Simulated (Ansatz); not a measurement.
The system is GaSb.

```
Sb Ga
1.0
     0.00000    3.05900    3.05900
     3.05900    0.00000    3.05900
     3.05900    3.05900    0.00000
Sb Ga
1 1
Direct
  0.75000 0.75000 0.75000
  0.00000 0.00000 0.00000
```

Base run:

| Item | Value |
| --- | --- |
| Program | Ansatz 0.2.0 |
| Functional | r2SCAN |
| Potentials or basis | Ansatz PAW |
| Cutoff | 500 eV (not typed: the program's choice for these potentials) |
| k mesh | 8 × 8 × 8 |
| Occupations | fermi-dirac, width 0.05 eV |
| Spin | no spin polarisation |

Its results: band gap on the k mesh 0.47 eV, direct; pressure 0.4 GPa.

Q: The run is repeated on the same cell with these changes: functional from r2SCAN to PBE; cutoff from 500 eV (not typed: the program's choice for these potentials) to 420 eV (not typed: the program's choice for these potentials). What comes out?

A: Band gap on the k mesh none (metal or under the smearing width); pressure 2.3 GPa.

r2SCAN gives the wider gap, since meta-GGAs in the generalised Kohn-Sham scheme recover part of the derivative discontinuity.

Caveats: spin-orbit coupling is left out, which moves the levels of the heavy elements; the PAW data sets come from PBE, with cores solved anew for the run's functional, which leaves a small shift of forces and pressure (some runs).
